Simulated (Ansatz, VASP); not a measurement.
# Two plane-wave programs on Al

```
CELL_PARAMETERS angstrom
2.83943 0.00000 0.00000
0.00000 2.83943 0.00000
0.00000 0.00000 18.01556
ATOMIC_POSITIONS crystal
Al 0.50000 0.50000 0.38855
Al 0.00000 0.00000 0.50342
Al 0.50000 0.50000 0.61843
```

Alike in both runs: functional PBEsol; k mesh 10 × 10 × 1; occupations gaussian, width 0.1 eV; no spin polarisation.

Ansatz relaxed the structure, and its values are those at the end. VASP's run is a single point on that final structure, the one shown.

|  | VASP | Ansatz |
| --- | --- | --- |
| version | VASP 6.6.1 | Ansatz 0.2.0 |
| potentials or method | VASP PAW PBE potentials, release 64 (Al) | scalar-relativistic, plane waves, PAW |
| plane-wave cutoff (eV) | 520 | 420 |
| valence electrons in the cell | 9 | 9 |

|  | VASP | Ansatz | Ansatz less VASP |
| --- | --- | --- | --- |
| gap on the k mesh at the Fermi level (eV) | none | none | - |
| rms of the force components (eV/Å) | 0.008 | 0.008 | +0.0005 |
| work function, face that differs most (eV) | 4.55 | 4.55 | -0.002 |

A gap of «none» marks a metal or a gap that the smearing closes.

Caveats: the PAW data sets were made with another functional, which shifts forces and pressure a little (VASP).
